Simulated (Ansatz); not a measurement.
Write the native input for Ansatz 0.2.0 that does the following.

```
Task                : single point
Functional          : PBEsol
Potentials or basis : all-electron LAPW, scalar-relativistic
Cutoff              : 235 eV (chosen from the basis error)
Basis error allowed : 0.001 eV/atom
k mesh              : 8 × 8 × 5
Occupations         : fermi-dirac, width 0.05 eV
Spin                : no spin polarisation
```

Crystal: ZrSe2.

```
Zr Se
1.0
     3.79800    0.00000    0.00000
    -1.89900    3.28916    0.00000
     0.00000    0.00000    6.19200
Zr Se
1 2
Direct
  0.00000 0.00000 0.00000
  0.66667 0.33333 0.75000
  0.33333 0.66667 0.25000
```

The input as run:

input.yaml

```yaml
crystal:
  lattice:
    - [3.798, 0.0, 0.0]
    - [-1.899, 3.2891644836, 0.0]
    - [0.0, 0.0, 6.192]
  atoms:
    - { symbol: Zr, position: [0.0, 0.0, 0.0] }
    - { symbol: Se, position: [0.6666666667, 0.3333333333, 0.75] }
    - { symbol: Se, position: [0.3333333333, 0.6666666667, 0.25] }
kpoints:
  mp_grid: { grid: [8, 8, 5] }
scf:
  occupations: { method: fermi_dirac, width: 0.05 }
hamiltonian:
  xc: pbesol
  pseudopotentials: { kind: all_electron, lapw: { basis_error: 0.001 } }
output:
  forces: true
  stress: true
  eigenvalues: true
  populations: true
```

Potentials or basis: all-electron LAPW, scalar-relativistic.

The run is started by

```console
$ ansatz run input.yaml --threads 2 --pin off --max-ram 8192MiB --backend cpu --events-out ev --progress --plain --runs-dir out
```

Results of the run:

```json
{"Pressure": "-1.2 GPa", "Largest force": "0.085 eV/Å", "Band gap on the k mesh": "0.36 eV, indirect (least direct gap 1.02 eV)", "Loewdin charges": "Zr +0.71; Se -0.29 e"}
```

Caveat: an odd mesh through Γ misses points on the zone boundary, where band edges often lie; this functional lacks dispersion, which binds the layers, so the pressure and a relaxed spacing across them are unreliable.

It took 15 s on 2 threads of Arm Neoverse V2, with other jobs on the host, peak memory 0.44 GiB.
